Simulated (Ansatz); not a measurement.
# O on Ta(100): change of the work function, part 2 of 2

How does O on the top site change the work function of Ta(100) as the layer fills?

Ansatz 0.2.0; plane-wave DFT, RPBE, Ansatz PAW.

So far, work function, upper face (eV): step 2 (the clean slab) 3.65; step 3 (46 atoms, coverage 0.111 ML, cell 3x3) 4.10; step 4 (21 atoms, coverage 0.25 ML, cell 2x2) 4.90; step 5 (22 atoms, coverage 0.5 ML, cell 2x2) 6.36.

## Step 6: Adsorbate added, k-mesh 9×9×1, coverage 1 ML

System of this step: Ta5O (O/Ta(100)). The cell holds 6 atoms: 5 Ta and 1 O. Cell: a = 3.310 Å, b = 3.310 Å, c = 26.886 Å, α = 90.0°, β = 90.0°, γ = 90.0°. Vacuum lies along c.

Contents of input.yaml:

```yaml
crystal:
  lattice:
    - [3.31, 0.0, 0.0]
    - [0.0, 3.31, 0.0]
    - [0.0, 0.0, 26.8864595548]
  atoms:
    - { symbol: Ta, position: [0.0, 0.0, 0.3347409867] }
    - { symbol: Ta, position: [0.5, 0.5, 0.3962961348] }
    - { symbol: Ta, position: [0.0, 0.0, 0.4592023198] }
    - { symbol: Ta, position: [0.5, 0.5, 0.5227673784] }
    - { symbol: Ta, position: [0.0, 0.0, 0.5774824879] }
    - { symbol: O, position: [0.0, 0.0, 0.6652590133] }
kpoints:
  mp_grid: { grid: [9, 9, 1] }
hamiltonian:
  xc: rpbe
scf:
  occupations: { method: fermi_dirac, width: 0.1 }
  convergence: { dr2_threshold: 1.0e-08 }
efield:
  axis: 3
  dipole_correction: true
  ramp_position: 0.97
  ramp_width: 0.06
relax:
  f_tol: 0.02
  max_steps: 60
  constraints: [{ sites: [0, 1] }]
output:
  bader: true
  write_potential: true
  write_density: true
  volumetric_format: npy
```

On the command line:

```bash
$ ansatz run input.yaml --threads 4 --pin off --max-ram 12288MiB --backend cpu --events-out ev --progress --plain --runs-dir out
```

It took 39 s on 4 threads of Arm Neoverse V2, shared host; peak memory 0.66 GiB; 2.6 min of CPU time.

Relaxation path:

```tsv
step	energy less that of the first step (eV)	largest force component (eV/Å)
1	0.0000	6.1050
2	-2.1284	6.5726
3	-3.1650	5.2435
4	-3.3238	1.2134
5	-3.3705	0.6219
6	-3.3785	0.0651
7	-3.3785	0.0027
```

The run keeps the 8 symmetry operations that it works with, so distortions that break them were not tested.

The atoms that moved most (Å):

```tsv
atom	dx	dy	dz	length
Ta5	0.000	0.000	0.445	0.445
O6	0.000	0.000	-0.189	0.189
Ta3	0.000	0.000	-0.031	0.031
Ta4	0.000	0.000	-0.013	0.013
```

The relaxed structure:

```xyz
6
Lattice="3.3100 0.0000 0.0000 0.0000 3.3100 0.0000 0.0000 0.0000 26.8865" Properties=species:S:1:pos:R:3
Ta    0.0000    0.0000    9.0000
Ta    1.6550    1.6550   10.6550
Ta    0.0000    0.0000   12.3155
Ta    1.6550    1.6550   14.0422
Ta    0.0000    0.0000   15.9718
O     0.0000    0.0000   17.6974
```

The relaxation took 7 steps and lowered the energy by 3.4 eV; the largest force on the free atoms ends at 0.0027 eV/Å.

The covered face has 8.43 eV, +4.78 eV against the clean one; the bare back face has moved by +0.03 eV, a measure of how thin the slab is.

## Step 7: Work function against coverage

This step: plane-wave DFT, RPBE, Ansatz PAW; work function against coverage (Ansatz 0.2.0).

The runs are now put side by side.

This step gave:

- work function of the clean face: 3.649 eV
- largest change of the work function: 4.779 eV

Table of work function of the covered face by coverage:

```tsv
coverage (adsorbates/nm²)	work function of the covered face (eV)
0.00	3.65
1.01	4.10
2.28	4.90
4.56	6.36
9.13	8.43
```

The dipole per adsorbate comes from the change of the cell's dipole. Coverage, by row:

```tsv
coverage (1/nm²)	coverage (ML)	work function (eV)	change (eV)	dipole per adsorbate, positive end outwards (debye)	mean height of the added atoms over the highest substrate atom (Å)
1.014	0.1111	4.099	0.4501	-1.159	1.771
2.282	0.25	4.9	1.252	-1.437	1.767
4.564	0.5	6.355	2.707	-1.56	1.759
9.127	1	8.427	4.779	-1.382	1.726
```

## Step 8: The slab at 0.25 ML, atoms frozen

This step: plane-wave DFT, RPBE, Ansatz PAW (Ansatz 0.2.0).

System of this step: Ta20O (O/Ta(100)). The cell holds 21 atoms: 20 Ta and 1 O. Its edges and angles: a = 6.620 Å, b = 6.620 Å, c = 26.886 Å, α = 90.0°, β = 90.0°, γ = 90.0°. Vacuum lies along c.

To see where the charge goes, the covered slab, the bare substrate and the adsorbate layer are each run at the same frozen positions and on the same grid.

Contents of input.yaml:

```yaml
crystal:
  lattice:
    - [6.62, 0.0, 0.0]
    - [0.0, 6.62, 0.0]
    - [0.0, 0.0, 26.8864595548]
  atoms:
    - { symbol: Ta, position: [0.0, 0.0, 0.3347409867] }
    - { symbol: Ta, position: [0.25, 0.25, 0.3962961348] }
    - { symbol: Ta, position: [0.0, 0.0, 0.4578458824] }
    - { symbol: Ta, position: [0.2485558125, 0.2485558125, 0.5228980522] }
    - { symbol: Ta, position: [0.0, 0.0, 0.5916108922] }
    - { symbol: Ta, position: [0.0, 0.5, 0.3347409867] }
    - { symbol: Ta, position: [0.25, 0.75, 0.3962961348] }
    - { symbol: Ta, position: [0.0, 0.5, 0.4593925336] }
    - { symbol: Ta, position: [0.2485558125, 0.7514441875, 0.5228980522] }
    - { symbol: Ta, position: [0.0, 0.5, 0.5783607055] }
    - { symbol: Ta, position: [0.5, 0.0, 0.3347409867] }
    - { symbol: Ta, position: [0.75, 0.25, 0.3962961348] }
    - { symbol: Ta, position: [0.5, 0.0, 0.4593925336] }
    - { symbol: Ta, position: [0.7514441875, 0.2485558125, 0.5228980522] }
    - { symbol: Ta, position: [0.5, 0.0, 0.5783607055] }
    - { symbol: Ta, position: [0.5, 0.5, 0.3347409867] }
    - { symbol: Ta, position: [0.75, 0.75, 0.3962961348] }
    - { symbol: Ta, position: [0.5, 0.5, 0.4591116435] }
    - { symbol: Ta, position: [0.7514441875, 0.7514441875, 0.5228980522] }
    - { symbol: Ta, position: [0.5, 0.5, 0.574424786] }
    - { symbol: O, position: [0.0, 0.0, 0.657329091] }
kpoints:
  mp_grid: { grid: [5, 5, 1] }
hamiltonian:
  xc: rpbe
scf:
  occupations: { method: fermi_dirac, width: 0.1 }
  convergence: { dr2_threshold: 1.0e-08 }
efield:
  axis: 3
  dipole_correction: true
  ramp_position: 0.97
  ramp_width: 0.06
output:
  write_potential: true
  write_density: true
  volumetric_format: npy
```

Wall time 51 s (4 threads); peak memory 3.7 GiB; 3.3 min of CPU time.

This step gave:

| Item | Value |
| --- | --- |
| energy at zero smearing | -199453.2019 eV |
| work function, upper face | 4.900 eV |
| work function, lower face | 3.854 eV |
| dipole along the normal | -0.2533 e·Å |
| step between the vacuum levels | 1.046 eV |

The work function of the upper face is 4.90 eV.

## Step 9: The substrate of the 0.25 ML cell alone

System of this step: O/Ta(100), substrate alone, atoms held. The cell holds 20 atoms: 20 Ta. Cell: a = 6.620 Å, b = 6.620 Å, c = 26.886 Å, α = 90.0°, β = 90.0°, γ = 90.0°. Vacuum lies along c.

The second part, atoms unmoved.

Edit input.yaml of step 8 so:

```diff
@@ -26,3 +26,2 @@
     - { symbol: Ta, position: [0.5, 0.5, 0.574424786] }
-    - { symbol: O, position: [0.0, 0.0, 0.657329091] }
 kpoints:
```

The job ended after 48 s (4 threads; peak memory 3.6 GiB).

This step gave:

| Quantity | Value |
| --- | --- |
| energy at zero smearing | -198882.1671 eV |
| work function, upper face | 3.674 eV |
| work function, lower face | 3.833 eV |
| dipole along the normal | 0.03856 e·Å |
| step between the vacuum levels | -0.1592 eV |

The work function of the upper face is 3.67 eV.

## Step 10: The adsorbate layer of the 0.25 ML cell alone

System of this step: O/Ta(100), adsorbate layer alone, atoms held. The cell holds 1 atom: 1 O. Cell: a = 6.620 Å, b = 6.620 Å, c = 26.886 Å, α = 90.0°, β = 90.0°, γ = 90.0°. Vacuum lies along c.

The third part; a free layer of atoms may carry a moment, so spin is on.

input.yaml, the sections that differ from step 9:

```yaml
crystal:
  lattice:
    - [6.62, 0.0, 0.0]
    - [0.0, 6.62, 0.0]
    - [0.0, 0.0, 26.8864595548]
  atoms:
    - { symbol: O, position: [0.0, 0.0, 0.657329091], spin: 1.0 }
magnetization:
  spin_polarized: true
# kpoints, hamiltonian, scf, efield, output: as in step 9
```

Run time: 7.2 s. Hardware: 4 threads; peak memory 0.99 GiB.

Numbers from this step:

* energy at zero smearing: -563.8259 eV
* total moment: 2.000 μB
* site moments: 2.000 μB
* work function, upper face: 7.241 eV
* dipole along the normal: -9.19e-7 e·Å

Site moment by atom:

```tsv
atom	site moment (μB)
O1	2.00
```

The free layer carries a moment of 2.0 μB a cell.

## Step 11: Where the charge went at 0.25 ML

This step: plane-wave DFT, RPBE, Ansatz PAW; density difference on adsorption (Ansatz 0.2.0).

The densities of the parts are taken from that of the whole and averaged over planes; the first moment of what is left gives the step in the potential.

This step gave:

* largest charge moved: -0.005983 e/Å²
* potential step from the moved charge: 1.205 eV

The electron density difference oscillates, so the rows of the table below give means over windows of 1 Å about each position, cut where the curve ends. Its maxima inside the range that stand out by 2 % of the span (Å: e/Å³): 11.7: 3.3e-4, 13.9: 0.00184, 15.4: 0.00272, 17.2: 0.0108, 18.1: 0.00622. Its minima: 12.8: -7.2e-4, 14.8: -0.00306, 16.4: -0.0138, 17.6: -0.00854.

Planar mean, whole system less its parts. The electron density difference by z; means over each step:

```tsv
z (Å)	electron density difference (e/Å³)
5	-5.7e-8
6	5.2e-6
7	4.5e-5
8	-4.0e-5
9	3.5e-6
10	-3.9e-5
11	-2.0e-5
12	-9.2e-5
13	-7.1e-5
14	8.7e-4
15	-8.2e-4
16	-0.00322
17	0.00197
18	7.1e-4
19	7.4e-4
20	-3.2e-5
21	-1.3e-5
22	-2.0e-6
23	-2.7e-7
```

Planar mean, whole system less its parts. Electrons moved below z against z:

```tsv
z (Å)	electrons moved below z (e/Å²)
5.5	-2.0e-7
6.0	1.0e-6
6.5	6.1e-6
7.0	2.2e-5
7.5	5.6e-5
8.0	8.5e-5
8.5	-1.3e-5
9.0	1.0e-5
9.5	3.8e-6
10.0	-1.2e-5
10.5	-3.3e-5
11.0	-7.8e-5
11.5	-2.9e-5
12.0	5.0e-5
12.5	-1.7e-4
13.0	-4.7e-4
13.5	-1.1e-4
14.0	7.4e-4
14.5	5.3e-4
15.0	-7.6e-4
15.5	2.8e-5
16.0	5.5e-4
16.5	-0.00433
17.0	-0.00459
17.5	-0.00145
18.0	-0.00258
18.5	-4.9e-4
19.0	-1.1e-7
19.5	4.7e-5
20.0	2.9e-5
20.5	1.3e-5
21.0	5.3e-6
21.5	2.0e-6
22.0	7.3e-7
22.5	2.7e-7
```

## Step 12: A changed input: basis.ecutwfc = "550 eV" and scf.lower_state_search = "off"

This step: plane-wave DFT, RPBE, Ansatz PAW (Ansatz 0.2.0).

System of this step: Ta(100). The cell holds 5 atoms: 5 Ta. Cell: a = 3.310 Å, b = 3.310 Å, c = 24.620 Å, α = 90.0°, β = 90.0°, γ = 90.0°. Vacuum lies along c.

A run with a changed input: it repeats the earlier run at 0 ML with basis.ecutwfc to 550 eV and scf.lower_state_search to off.

input.yaml, the sections that differ from step 10:

```yaml
crystal:
  lattice:
    - [3.31, 0.0, 0.0]
    - [0.0, 3.31, 0.0]
    - [0.0, 0.0, 24.62]
  atoms:
    - { symbol: Ta, position: [0.0, 0.0, 0.3655564582] }
    - { symbol: Ta, position: [0.5, 0.5, 0.4327782291] }
    - { symbol: Ta, position: [0.0, 0.0, 0.5] }
    - { symbol: Ta, position: [0.5, 0.5, 0.5672217709] }
    - { symbol: Ta, position: [0.0, 0.0, 0.6344435418] }
kpoints:
  mp_grid: { grid: [9, 9, 1] }
scf:
  occupations: { method: fermi_dirac, width: 0.1 }
  convergence: { dr2_threshold: 1.0e-08 }
  lower_state_search: "off"
relax:
  f_tol: 0.02
  max_steps: 60
  constraints: [{ sites: [0, 1] }]
basis:
  ecutwfc: "550 eV"
# hamiltonian, efield, output: as in step 10
# magnetization: removed
```

Run time: 18 s. Hardware: 4 threads; peak memory 0.75 GiB.

Relaxation path:

```tsv
step	energy less that of the first step (eV)	largest force component (eV/Å)
1	0.0000	1.4371
2	-0.0234	1.6087
3	-0.1231	0.0704
4	-0.1233	0.0065
```

The run keeps the 8 symmetry operations that it works with, so distortions that break them were not tested.

The atoms that moved most (Å):

```tsv
atom	dx	dy	dz	length
Ta5	0.000	0.000	-0.094	0.094
Ta4	0.000	0.000	0.090	0.090
Ta3	0.000	0.000	0.036	0.036
```

The relaxed structure:

```cif
data_structure
_symmetry_space_group_name_H-M 'P 1'
_symmetry_Int_Tables_number 1
_cell_length_a 3.3100
_cell_length_b 3.3100
_cell_length_c 24.6200
_cell_angle_alpha 90.000
_cell_angle_beta 90.000
_cell_angle_gamma 90.000
_cell_volume 269.74
loop_
_atom_site_label
_atom_site_type_symbol
_atom_site_fract_x
_atom_site_fract_y
_atom_site_fract_z
_atom_site_occupancy
Ta1 Ta 0.00000 0.00000 0.36556 1
Ta2 Ta 0.50000 0.50000 0.43278 1
Ta3 Ta 0.00000 0.00000 0.50148 1
Ta4 Ta 0.50000 0.50000 0.57089 1
Ta5 Ta 0.00000 0.00000 0.63064 1
```

Numbers from this step:

```yaml
energy_at_zero_smearing: -49720.6588 eV
work_function_upper_face: 3.649 eV
work_function_lower_face: 3.838 eV
dipole_along_the_normal: 0.01148 e·Å
step_between_the_vacuum_levels: -0.1895 eV
```

```tsv
quantity	this run	earlier run	difference
work function, upper face (eV)	3.649	3.649	-3.1e-5
work function, lower face (eV)	3.838	3.838	-3.6e-5
dipole along the normal (e·Å)	0.01148	0.01148	-4.2e-7
```

Nothing in the table moves by 0.01 in its unit (for the dipole 0.5 % and 5e-5 e·Å).

## Step 13: Summary of results

```json
{
 "work function of the clean face": "3.65 eV",
 "work function at 0.11 ML": "4.10 eV",
 "work function at 0.25 ML": "4.90 eV",
 "work function at 0.5 ML": "6.36 eV",
 "work function at 1 ML": "8.43 eV",
 "dipole per adsorbate at 0.11 ML, positive end outwards": "-1.16 D",
 "step of the potential from the moved charge at 0.25 ML, upper less lower side, atoms held": "1.20 eV"
}
```

O raises the work function of Ta(100) at the lowest coverage, by 0.45 eV: the adsorbate layer has its negative end outwards. The slab has 5 layers, at the tabulated experimental lattice constant, one starting site was run, and quantum-size effects of a slab this thin can reach one or two tenths of an eV.

[Logs are printed without paths, hosts, clocks, repeated set-up lines and the standing remarks that a program may print on its own settings, such as how far it seeks lower states.]

[Hosts, paths, dates, database ids (printed as entryN), source tags and the programs' standing remarks are cut or masked in the printed files.]

[Maps of the electrostatic potential energy from Ansatz leave out the sawtooth potential of an applied field or a dipole correction, so their vacuum need not be flat; planar profiles and work functions include it.]
